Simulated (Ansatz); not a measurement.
The elements of this relaxed trial crystal are hidden behind letters.

```
lattice vectors (Å)
   4.3748    0.0000    0.0000
  -2.1874    3.7887    0.0000
   0.0000    0.0000    2.5611
fractional positions
X 0.0000 0.0000 0.0000
Z 0.3333 0.6667 0.5000
Z 0.6667 0.3333 0.5000
```

Method: DFT PBE, scalar-relativistic, plane waves, PAW (Ansatz 0.2.0). Settings of the last relaxation (3-atom cell): 420 eV, 12×12×18 k points, Gaussian smearing of 0.10 eV, no spin polarisation.

| Property | Result |
| --- | --- |
| Space group | P6/mmm (No. 191) |
| Conventional cell | a = 4.375 Å, c = 2.561 Å |
| Volume per atom | 14.15 Å³ |
| Density | 4.07 g/cm³ |
| Energy over the elements | −0.25 eV/atom |
| Gap on the 12×12×18 mesh of the 3-atom cell | 0 eV (a metal) |

Energies are uncorrected and count from the elements' standard states at the same level.

Problem. X is a d-block element of period 4 and Z is a p-block element of period 3. Which elements are they?

Solution. X = Ti, Z = Si, so the formula is TiSi2. Density times volume gives a mean mass of 4.07 × 14.15/1.6605 = 34.7 u per atom, and this set has 34.7 u. Among the elements that the hints allow, noble gases aside, only these give it. Ti has 2 Ti at 2.56 Å and 12 Si at 2.83 Å; Si is surrounded by 5 Si at 2.53–2.56 Å and 6 Ti at 2.83 Å.

A structure relaxed within its symmetry needn't be a true minimum.
